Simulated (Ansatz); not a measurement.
## MnAs in Ansatz: convergence with smearing width

Crystal: MnAs.

```
As Mn
1.0
     3.71000    0.00000    0.00000
    -1.85500    3.21295    0.00000
     0.00000    0.00000    5.69100
As Mn
2 2
Direct
  0.66667 0.33333 0.75000
  0.33333 0.66667 0.25000
  0.00000 0.00000 0.50000
  0.00000 0.00000 0.00000
```

```yaml
Program: Ansatz 0.2.0
Task: convergence study
Functional: PBE
Potentials_or_basis: Ansatz PAW
Cutoff: "420 eV (not typed: the program's choice for these potentials)"
k_mesh: 7 × 7 × 4
Occupations: gaussian, width 0.3 eV
Spin: non-collinear spin, ferromagnetic start, spin-orbit coupling
Starting_moments: "[[0.0, 0.0, 0.0], [0.0, 0.0, 0.0], [0.0, 0.0, 4.0], [0.0, 0.0, 4.0]] μB"
```

These are the settings of the first run; the series varies smearing width, with any setting tied to it.

Hardware: 2 threads of Arm Neoverse V2, on a shared host.

**Question.** The values tried are 0.3 eV, 0.2 eV, 0.15 eV, 0.1 eV, 0.05 eV, 0.025 eV, 0.01 eV, 0.005 eV, loosest first. From which on does the absolute moment stay within 0.02 μB of the tightest run that finished?

**Answer.** From 0.1 eV on.

```
smearing width  energy less the tightest run, at zero smearing (meV/atom)  pressure (GPa)  absolute moment (μB)  SCF cycles  CPU time (s)  peak memory (GiB)
        0.3 eV                                                       0.96           -3.78                  6.97          20            69               0.69
        0.2 eV                                                       0.91           -3.57                  7.01          20            72                0.7
       0.15 eV                                                       0.69           -3.37                  7.04          22            88                0.7
        0.1 eV                                                       0.26           -3.16                  7.07          20            73               0.69
       0.05 eV                                                      -0.02           -3.07                  7.09          19            80                0.7
      0.025 eV                                                       0.00           -3.07                  7.09          14            59                0.7
       0.01 eV                                                       0.00           -3.08                  7.09          13            51                0.7
      0.005 eV                                                       0.00           -3.08                  7.09          13            52                0.7
```

Against the tightest run, the energy stays within 1 meV/atom from 0.3 eV on; the pressure stays within 0.1 GPa from 0.1 eV on. Narrower smearing needs a denser k mesh, so at a fixed mesh the narrowest width isn't the most accurate. The tightest run that finished is the yardstick and may itself not be fully converged.

Caveat, for the tightest run too: only a ferromagnetic start was run, and an antiferromagnetic order may lie lower in energy; the thresholds are loose for stress.
